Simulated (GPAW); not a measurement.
BN: single point with PBE

The system is BN.

```
CELL_PARAMETERS angstrom
2.55394 0.00000 0.00000
-1.27697 2.21178 0.00000
0.00000 0.00000 4.22685
ATOMIC_POSITIONS crystal
N 0.33333 0.66667 0.12528
N 0.66667 0.33333 0.62528
B 0.33333 0.66667 0.49972
B 0.66667 0.33333 0.99972
```

Measurements of this composition are mostly on another form, of space group No. 194.

```
Program             : GPAW 26.7.0
Task                : single point
Functional          : PBE
Potentials or basis : GPAW PAW data sets (gpaw-data 1.2.1)
Cutoff              : 800 eV
Basis               : pw
k mesh              : 12 × 12 × 6
Occupations         : fermi-dirac, width 0.05 eV
Spin                : no spin polarisation
```

```json
{
  "Pressure": "-1.2 GPa",
  "Largest force": "0.015 eV/Å",
  "Band gap on the k mesh": "5.20 eV, indirect (least direct gap 8.25 eV)"
}
```

Forces on the atoms (eV/Å):
```
N    0.000  0.000 -0.015
N    0.000  0.000 -0.015
B    0.000  0.000  0.015
B    0.000  0.000  0.015
```

Stress tensor (GPa, compression positive):
```
-0.98  0.00  0.00
 0.00 -0.98  0.00
 0.00  0.00 -1.71
```

Levels at points of the mesh, in eV from the valence-band top:
```tsv
k point	band 5	band 6	band 7	band 8	band 9	band 10	band 11	band 12
(0.00, 0.00, 0.00)	-2.10	-0.27	0.00	0.00	8.34	8.34	8.54	9.43
(0.00, 0.00, 0.50)	-1.16	-1.16	-1.16	-1.16	9.42	9.42	9.89	9.89
(0.50, 0.50, 0.00)	-6.86	-4.93	-4.37	-2.09	6.69	7.94	10.56	11.39
(0.50, 0.50, 0.50)	-3.73	-3.73	-3.55	-3.55	6.56	6.56	9.97	9.97
```

Run time: 54 s on 1 thread of Intel(R) Xeon(R) Platinum 8259CL CPU @ 2.50GHz (Skylake/Cascade Lake), with other jobs on the host, peak memory 0.2 GiB.

A k mesh can miss the band edges. Expect the measured gap to be larger: semilocal functionals such as PBE lack the derivative discontinuity.
